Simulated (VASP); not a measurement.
# Si (P6/mmm) in VASP: further runs

One crystal, Si, is run at these levels: vdW-DF, BEEF-vdW, optB86b-vdW, vdW-DF2, optPBE-vdW; tasks: relaxation of cell and atoms.

Everything below comes from runs of VASP 6.6.1. Logs are shortened: lines on timing, memory, paths and dates and some standing lists are left out, and cuts for length are marked.

## (1) Starting point

It takes space group P6/mmm (No. 191, hexagonal). Conventional cell: a = 2.621 Å, b = 2.621 Å, c = 2.466 Å, α = 90.00°, β = 90.00°, γ = 120.00°. Si (site symmetry 6/mmm) has 8 Si at 2.47 to 2.62 Å as nearest neighbours.

This isn't the form of Si at room conditions, which is diamond.

## (2) Relaxation of cell and atoms, vdW-DF

Input file INCAR:

```
AGGAC = 0.0 ; ALGO = Normal
EDIFF = 1E-6 ; EDIFFG = -0.02
ENCUT = 600 ; GGA = RE
IBRION = 2 ; ISIF = 3
ISMEAR = -1 ; LASPH = T
LCHARG = F ; LREAL = F
LUSE_VDW = T ; LWAVE = F
NELM = 80 ; NSW = 60
PREC = Accurate ; SIGMA = 0.05
```

Input file KPOINTS:

```
k-points
0
Gamma
  12 12 11
```

Input file POSCAR:

```
Si
1.0
    2.6205428149      0.0000000000      0.0000000000
   -1.3102714075      2.2694566494      0.0000000000
    0.0000000000      0.0000000000      2.4663543900
Si
1
Direct
    0.0000000000      0.0000000000      0.0000000000
```

Potentials or basis: VASP PAW PBE potentials, release 64 (Si).

On the command line:

```
$ cat potpaw_PBE.64/Si/POTCAR > POTCAR
$ mpirun -np 1 vasp_std > vasp.out
```

OUTCAR:

```text
EDIFF = 1E-6
   EDIFFG = -0.02
   ENCUT = 600
   GGA = RE
   IBRION = 2
   ISIF = 3
   ISMEAR = -1
   LASPH = T
   LREAL = F
   NELM = 80
   NSW = 60
   PREC = Accurate

 ion  position               nearest neighbor table
   1  0.000  0.000  0.000-

  LATTYP: Found a hexagonal cell.
 ALAT       =     2.6205428149
 C/A-ratio  =     0.9411616463

  Lattice vectors:

 A1 = (   2.6205428149,   0.0000000000,   0.0000000000)
 A2 = (  -1.3102714075,   2.2694566494,   0.0000000000)
 A3 = (   0.0000000000,   0.0000000000,   2.4663543900)

Analysis of symmetry for initial positions (statically):
=====================================================================
 Subroutine PRICEL returns:
 Original cell was already a primitive cell.

 Routine SETGRP: Setting up the symmetry group for a
 hexagonal supercell.

 Subroutine GETGRP returns: Found 24 space group operations
 (whereof 24 operations were pure point group operations)
 out of a pool of 24 trial point group operations.

The static configuration has the point symmetry D_6h.

Analysis of symmetry for dynamics (positions and initial velocities):
=====================================================================
 Subroutine PRICEL returns:
 Original cell was already a primitive cell.

 Routine SETGRP: Setting up the symmetry group for a
 hexagonal supercell.

 Subroutine GETGRP returns: Found 24 space group operations
 (whereof 24 operations were pure point group operations)
 out of a pool of 24 trial point group operations.

The dynamic configuration has the point symmetry D_6h.

 Subroutine INISYM returns: Found 24 space group operations
 (whereof 24 operations are pure point group operations),
 and found     1 'primitive' translations

----------------------------------------------------------------------------------------

                                     Primitive cell

  volume of cell :      14.6679

  direct lattice vectors                    reciprocal lattice vectors
     2.620542815  0.000000000  0.000000000     0.381600329  0.220317053  0.000000000
    -1.310271407  2.269456649  0.000000000     0.000000000  0.440634105  0.000000000
     0.000000000  0.000000000  2.466354390     0.000000000  0.000000000  0.405456736

  length of vectors
     2.620542815  2.620542815  2.466354390     0.440634105  0.440634105  0.405456736

  position of ions in fractional coordinates (direct lattice)
     0.000000000  0.000000000  0.000000000

  ion indices of the primitive-cell ions
   primitive index   ion index
                 1           1

----------------------------------------------------------------------------------------

 KPOINTS: k-points

Automatic generation of k-mesh.
 Grid dimensions read from file:
 generate k-points for:   12   12   11

 Generating k-lattice:

  Cartesian coordinates                     Fractional coordinates (reciprocal lattice)
     0.031800027  0.018359754  0.000000000     0.083333333  0.000000000  0.000000000
     0.000000000  0.036719509  0.000000000     0.000000000  0.083333333  0.000000000
     0.000000000  0.000000000  0.036859703     0.000000000  0.000000000  0.090909091

  Length of vectors
     0.036719509  0.036719509  0.036859703

  Shift w.r.t. Gamma in fractional coordinates (k-lattice)
     0.000000000  0.000000000  0.000000000

 Subroutine IBZKPT returns following result:
 ===========================================

 Found    114 irreducible k-points:

 Following reciprocal coordinates:
            Coordinates               Weight
  0.000000  0.000000  0.000000      1.000000
  0.083333  0.000000  0.000000      6.000000
  0.166667  0.000000  0.000000      6.000000
  0.250000  0.000000  0.000000      6.000000
  0.333333  0.000000  0.000000      6.000000
  0.416667  0.000000  0.000000      6.000000
[... 16 lines left out ...]
  0.250000  0.000000  0.090909     12.000000
  0.333333  0.000000  0.090909     12.000000
 [... further k-points ...]
   k-points           NKPTS =    114   k-points in BZ     NKDIM =    114   number of bands    NBANDS=      6
   number of dos      NEDOS =    301   number of ions     NIONS =      1
   total plane-waves  NPLWV =  11520
   dimension x,y,z NGX =    24 NGY =   24 NGZ =   20
   dimension x,y,z NGXF=    48 NGYF=   48 NGZF=   40
   ions per type =               1
   NGX,Y,Z   is equivalent  to a cutoff of  15.23, 15.23, 13.48 a.u.
   NGXF,Y,Z  is equivalent  to a cutoff of  30.45, 30.45, 26.96 a.u.
 SYSTEM =  unknown system
   PREC   = accura    normal or accurate (medium, high low for compatibility)
   ISTART =      0    job   : 0-new  1-cont  2-samecut
   ICHARG =      2    charge: 1-file 2-atom 10-const
   ISPIN  =      1    spin polarized calculation?
   LNONCOLLINEAR =      F non collinear calculations
   LSORBIT =      F    spin-orbit coupling
   LASPH  =      T    aspherical Exc in radial PAW
   ENCUT  =  600.0 eV  44.10 Ry    6.64 a.u.   5.23  5.23  4.93*2*pi/ulx,y,z
   NELM   =     80;   NELMIN=  2; NELMDL= -5     # of ELM steps
   EDIFF  = 0.1E-05   stopping-criterion for ELM
   LREAL  =      F    real-space projection
   EDIFFG = -.2E-01   stopping-criterion for IOM
   NSW    =     60    number of steps for IOM
   IBRION =      2    ionic relax: 0-MD 1-quasi-New 2-CG
   NFREE  =      1    steps in history (QN), initial steepest desc. (CG)
   ISIF   =      3    stress and relaxation
   ISYM   =      2    0-nonsym 1-usesym 2-fastsym
   POTIM  = 0.5000    time-step for ionic-motion
   TEBEG  =    0.0;   TEEND  =   0.0 temperature during run
   PSTRESS=    0.0 pullay stress
   NELECT =       4.0000    total number of electrons
   NUPDOWN=      -1.0000    fix difference up-down
   EMIN   =  10.00;   EMAX   =-10.00  energy-range for DOS
   EFERMI =   0.00;   METHOD = LEGACY
   ISMEAR =    -1;   SIGMA  =   0.05  broadening in eV -4-tet -1-fermi 0-gaus
   EFERMI_NEDOS =   21; number of points for ismear=-14 and -15
   IALGO  =     38    algorithm
   IMIX   =      4    mixing-type and parameters
     AMIX     =   0.40;   BMIX     =  1.00
     AMIX_MAG =   1.60;   BMIX_MAG =  1.00
  volume/ion in A,a.u.               =      14.67        98.98
  Fermi-wavevector in a.u.,A,eV,Ry     =   1.061627  2.006184 15.334472  1.127052
  Thomas-Fermi vector in A             =   2.197050
   LORBIT       =      0    0 simple, 1 ext, 2 COOP (PROOUT), +10 PAW based schemes
   GGA     = RE    functional components
   LHFCALC =     F    Hartree Fock is set to
   AEXX    =    0.0000 exact exchange contribution
   IVDW_NL    =     1    kernel type
   BPARAM     = 6.3000
   IVDW    =     0    specifies the selected vdW correction
   LEPSILON=     F    determine dielectric tensor
   LRPA    =     F    only Hartree local field effects (RPA)
 conjugate gradient relaxation of ions
 non-spin polarized calculation
  energy-cutoff  :      600.00
  volume of cell :       14.67
 maximum number of plane-waves:       501
 NGX is ok and might be reduce to    24
   NGX = 11   NGY = 11   NGZ =  9

--------------------------------------- Ionic step        1  -------------------------------------------

 number of electron       4.0000000 magnetization

 Free energy of the ion-electron system (eV)
  ---------------------------------------------------
  ext. energy  EPLUGINS =         0.00000000
  ---------------------------------------------------
  free energy    TOTEN  =        -3.24516058 eV

  energy without entropy =       -3.24208700  energy(sigma->0) =       -3.24362379

------------------------ aborting loop because EDIFF is reached ----------------------------------------

  FORCE on cell =-STRESS in cart. coord.  units (eV):
  Direction    XX          YY          ZZ          XY          YZ          ZX
  --------------------------------------------------------------------------------------
  -------------------------------------------------------------------------------------
  Total        0.6714601      0.6714601      0.9500387     -0.0000000     -0.0000000      0.0000000
  in kB       73.3435908     73.3435908    103.7727312     -0.0000000     -0.0000000      0.0000000
  external PRESSURE =      83.4866376 kB  Pullay stress =       0.0000000 kB
[... 133 lines left out ...]
Total vdW correction in eV:      0.3974314

--------------------------------------- Ionic step        5  -------------------------------------------

 number of electron       4.0000000 magnetization

 Free energy of the ion-electron system (eV)
  ---------------------------------------------------
  ext. energy  EPLUGINS =         0.00000000
  ---------------------------------------------------
  free energy    TOTEN  =        -3.27459858 eV

  energy without entropy =       -3.27156714  energy(sigma->0) =       -3.27308286

 E-fermi :   8.7078     XC(G=0): -10.5817

 val. band max:        8.6848703530   @ k =   0.3333   0.2500   0.3636
 cond. band min:       8.8025318152   @ k =   0.2500   0.0833   0.1818
 fundamental gap:      0.1176614622
 Fermi energy:         8.7078118058

 k-point     1 :       0.0000    0.0000    0.0000
  band No.  band energies     occupation
      1      -4.6732      2.00000
      2      16.0861      0.00000
      3      16.0887      0.00000
      4      18.2810      0.00000
      5      18.2810      0.00000
      6      20.7978      0.00000

 k-point     2 :       0.0833    0.0000    0.0000
  band No.  band energies     occupation
      1      -4.4887      2.00000
      2      15.1627      0.00000
      3      16.2407      0.00000
      4      17.3709      0.00000
      5      17.6497      0.00000
      6      20.6646      0.00000
[... 190 lines left out ...]
 k-point    24 :       0.3333    0.0000    0.0909
  band No.  band energies     occupation
      1      -1.5734      2.00000
      2       6.9990      2.00000
      3      14.3479      0.00000
      4      14.9561      0.00000
      5      17.7157      0.00000
      6      24.1094      0.00000

 [... further k-points ...]
[... 5 lines left out ...]
  --------------------------------------------------------------------------------------
  -------------------------------------------------------------------------------------
  Total        0.0001333      0.0001333      0.0029007     -0.0000000     -0.0000000      0.0000000
  in kB        0.0134544      0.0134544      0.2927700     -0.0000000     -0.0000000      0.0000000
  external PRESSURE =       0.1065596 kB  Pullay stress =       0.0000000 kB
[... 16 lines left out ...]
  FREE ENERGIE OF THE ION-ELECTRON SYSTEM (eV)
  ---------------------------------------------------
  free  energy   TOTEN  =        -3.2745985756 eV

  energy  without entropy=       -3.2715671402  energy(sigma->0) =       -3.27308286

Total vdW correction in eV:      0.3972601

 reached required accuracy - stopping structural energy minimisation
```

It took 55 s on 1 thread of Intel Xeon Platinum 8488C (Sapphire Rapids), shared host; peak memory 0.25 GiB.

Results:

* Free energy: -3.2746 eV
* Relaxed volume: 15.87 Å³/atom
* Relaxed cell: a = 2.687 Å, b = 2.687 Å, c = 2.539 Å, α = 90.00°, β = 90.00°, γ = 120.00°
* Space group after relaxing (to 0.05 Å): P6/mmm (No. 191)
* Energy gained by relaxing: 29.4 meV/atom
* Ionic steps: 5
* Pressure after relaxing: 0.0 GPa
* Band gap on the k mesh: none (metal or under the smearing width)

Step by step:
```csv
step,energy change (eV),largest force (eV/Å),pressure (GPa),volume (Å³)
1,0.0000,0.0000,8.35,14.67
2,-0.0249,0.0000,-2.34,16.35
3,-0.0292,0.0000,0.11,15.84
4,-0.0294,0.0000,-0.01,15.88
5,-0.0294,0.0000,0.01,15.87
```

Final structure:
```
Si
1.0
     2.68678    0.00000    0.00000
    -1.34339    2.32682    0.00000
     0.00000    0.00000    2.53914
Si
1
Direct
  0.00000 0.00000 0.00000
```

Levels at points of the mesh, in eV from the Fermi level:
| k point | band 1 | band 2 | band 3 | band 4 | band 5 | band 6 |
| --- | --- | --- | --- | --- | --- | --- |
| (0.00, 0.00, 0.00) | -13.38 | 7.38 | 7.38 | 9.57 | 9.57 | 12.09 |
| (0.50, 0.00, 0.00) | -7.41 | -6.20 | 4.85 | 6.55 | 11.72 | 14.71 |

Caveat: the PAW data sets were made with another functional, which shifts forces and pressure a little.

## (3) Relaxation of cell and atoms, BEEF-vdW

Input file INCAR:

```
SYSTEM = Si
PREC = Accurate
ENCUT = 600
EDIFF = 1E-6
ISMEAR = -1
SIGMA = 0.05
LREAL = .FALSE.
LASPH = .TRUE.
NELM = 80
ALGO = Normal
ISIF = 3
LWAVE = .FALSE.
LCHARG = .FALSE.
GGA = BF
LUSE_VDW = .TRUE.
ZAB_VDW = -1.8867
IBRION = 2
NSW = 60
EDIFFG = -0.01
```

Input file KPOINTS:

```
regular mesh
0
G
  12 12 11
  0 0 0
```

POSCAR is that of step 2.

Potentials or basis: VASP PAW PBE potentials, release 64 (Si).

On the command line:

```
$ cat potpaw_PBE.64/Si/POTCAR > POTCAR
$ mpirun -np 1 vasp_std > vasp.out
```

Wall time 37 s (1 thread of Intel Xeon Platinum 8488C (Sapphire Rapids), shared host); peak memory 0.25 GiB.

It converged, with:

| Quantity | Value |
| --- | --- |
| Free energy | -3.8826 eV |
| Relaxed volume | 14.83 Å³/atom |
| Relaxed cell | a = 2.621 Å, b = 2.621 Å, c = 2.492 Å, α = 90.00°, β = 90.00°, γ = 120.00° |
| Space group after relaxing (to 0.05 Å) | P6/mmm (No. 191) |
| Energy gained by relaxing | 1.8 meV/atom |
| Ionic steps | 3 |
| Pressure after relaxing | 0.0 GPa |
| Band gap on the k mesh | none (metal or under the smearing width) |

Step by step:
| step | energy change (eV) | largest force (eV/Å) | pressure (GPa) | volume (Å³) |
| --- | --- | --- | --- | --- |
| 1 | 0.0000 | 0.0000 | 1.35 | 14.67 |
| 2 | -0.0010 | 0.0000 | -0.81 | 14.93 |
| 3 | -0.0018 | 0.0000 | 0.00 | 14.83 |

Final structure:
```
Si
1.0
     2.62137    0.00000    0.00000
    -1.31068    2.27017    0.00000
     0.00000    0.00000    2.49157
Si
1
Cartesian
  0.0000 0.0000 0.0000
```

Levels at points of the mesh, in eV from the Fermi level:
| k point | band 1 | band 2 | band 3 | band 4 | band 5 | band 6 |
| --- | --- | --- | --- | --- | --- | --- |
| (0.00, 0.00, 0.00) | -13.99 | 7.40 | 7.70 | 10.54 | 10.54 | 12.40 |
| (0.50, 0.00, 0.00) | -7.48 | -6.68 | 5.30 | 6.62 | 12.61 | 14.91 |

Caveat: the PAW data sets were made with another functional, which shifts forces and pressure a little.

## (4) Relaxation of cell and atoms, optB86b-vdW

Input file INCAR:

```
AGGAC = 0.0 ; ALGO = Normal
EDIFF = 1E-7 ; EDIFFG = -0.01
ENCUT = 600 ; GGA = MK
IBRION = 2 ; ISIF = 3
ISMEAR = -1 ; LASPH = T
LCHARG = F ; LREAL = F
LUSE_VDW = T ; LWAVE = F
NELM = 60 ; NSW = 40
PARAM1 = 0.1234 ; PARAM2 = 1.0
PREC = Accurate ; SIGMA = 0.05
```

Input file KPOINTS:

```
k-points
0
Gamma
  12 12 11
```

POSCAR is that of step 3.

On the command line:

```
$ cat potpaw_PBE.64/Si/POTCAR > POTCAR
$ mpirun -np 1 vasp_std > vasp.out
```

Wall time 95 s (1 thread of Intel Xeon Platinum 8488C (Sapphire Rapids), shared host); peak memory 0.25 GiB.

It converged, with:

```yaml
Free_energy: -4.0078 eV
Relaxed_volume: 15.12 Å³/atom
Relaxed_cell: a = 2.640 Å, b = 2.640 Å, c = 2.506 Å, α = 90.00°, β = 90.00°, γ = 120.00°
Space_group_after_relaxing_to_0.05_Å: P6/mmm (No. 191)
Energy_gained_by_relaxing: 5.9 meV/atom
Ionic_steps: 7
Pressure_after_relaxing: 0.0 GPa
Band_gap_on_the_k_mesh: none (metal or under the smearing width)
```

The path:
| step | energy change (eV) | largest force (eV/Å) | pressure (GPa) | volume (Å³) |
| --- | --- | --- | --- | --- |
| 1 | 0.0000 | 0.0000 | 3.56 | 14.67 |
| 2 | -0.0038 | 0.0000 | -1.73 | 15.37 |
| 3 | -0.0058 | 0.0000 | 0.10 | 15.10 |
| 4 | -0.0058 | 0.0000 | 0.16 | 15.10 |
| 5 | -0.0059 | 0.0000 | 0.03 | 15.12 |
| 6 | -0.0059 | 0.0000 | 0.07 | 15.11 |
| 7 | -0.0059 | 0.0000 | -0.02 | 15.12 |

Final structure:
```
CELL_PARAMETERS angstrom
2.63958 0.00000 0.00000
-1.31979 2.28594 0.00000
0.00000 0.00000 2.50637
ATOMIC_POSITIONS crystal
Si 0.00000 0.00000 0.00000
```

Levels at points of the mesh, in eV from the Fermi level:
```tsv
k point	band 1	band 2	band 3	band 4	band 5
(0.00, 0.00, 0.00)	-13.80	7.43	7.57	10.21	10.21
(0.50, 0.00, 0.00)	-7.44	-6.54	5.15	6.63	12.28
```

Caveat: the PAW data sets were made with another functional, which shifts forces and pressure a little.

## (5) Relaxation of cell and atoms, vdW-DF2

Input file INCAR:

```
SYSTEM = Si
PREC     = Accurate       ! precision mode
ENCUT    = 600            ! plane-wave cutoff, eV
EDIFF    = 1E-6           ! SCF threshold, eV
ISMEAR   = -1             ! smearing method
SIGMA    = 0.05           ! smearing width, eV
LREAL    = .False.        ! projectors in reciprocal space
LASPH    = .True.         ! aspherical terms in the spheres
NELM     = 100            ! most SCF steps
ALGO     = Normal         ! electronic algorithm
ISIF     = 3              ! what is computed and relaxed
LWAVE    = .False.        ! write WAVECAR
LCHARG   = .False.        ! write CHGCAR
GGA      = ML             ! functional
LUSE_VDW = .True.       
AGGAC    = 0.0          
ZAB_VDW  = -1.8867      
IBRION   = 2              ! ionic algorithm
NSW      = 60             ! ionic steps
EDIFFG   = -0.01          ! ionic threshold
```

Input file KPOINTS:

```
Automatic mesh
0
Gamma
  12 12 11
  0 0 0
```

POSCAR is that of step 4.

On the command line:

```
$ cat potpaw_PBE.64/Si/POTCAR > POTCAR
$ mpirun -np 1 vasp_std > vasp.out
```

Run time: 88 s. Hardware: 1 thread of Intel Xeon Platinum 8488C (Sapphire Rapids), shared host; peak memory 0.25 GiB.

Results (log left out):

| Item | Value |
| --- | --- |
| Free energy | -3.0428 eV |
| Relaxed volume | 16.80 Å³/atom |
| Relaxed cell | a = 2.742 Å, b = 2.742 Å, c = 2.581 Å, α = 90.00°, β = 90.00°, γ = 120.00° |
| Space group after relaxing (to 0.05 Å) | P6/mmm (No. 191) |
| Energy gained by relaxing | 66.5 meV/atom |
| Ionic steps | 8 |
| Pressure after relaxing | 0.0 GPa |
| Band gap on the k mesh | none (metal or under the smearing width) |

Step by step:
```
step  energy change (eV)  largest force (eV/Å)  pressure (GPa)  volume (Å³)
   1              0.0000                0.0000           11.75        14.67
   2             -0.0648                0.0000           -0.90        17.07
   3             -0.0658                0.0000            0.20        16.74
   4             -0.0658                0.0000            0.05        16.78
   5             -0.0665                0.0000           -0.10        16.83
   6             -0.0665                0.0000           -0.10        16.83
   7             -0.0665                0.0000           -0.10        16.83
   8             -0.0665                0.0000           -0.01        16.80
```

Final structure:
```yaml
crystal:
  lattice:
    - [2.74165, 0.00000, 0.00000]
    - [-1.37082, 2.37434, 0.00000]
    - [0.00000, 0.00000, 2.58111]
  atoms:
    - { symbol: Si, position: [0.00000, 0.00000, 0.00000] }
```

Levels at points of the mesh, in eV from the Fermi level:
| k point | band 1 | band 2 | band 3 | band 4 | band 5 | band 6 |
| --- | --- | --- | --- | --- | --- | --- |
| (0.00, 0.00, 0.00) | -12.90 | 7.04 | 7.46 | 8.79 | 8.79 | 12.01 |
| (0.50, 0.00, 0.00) | -7.39 | -5.77 | 4.51 | 6.60 | 10.92 | 14.64 |

Caveat: the PAW data sets were made with another functional, which shifts forces and pressure a little.

(Part 1 of 2 ends here.)
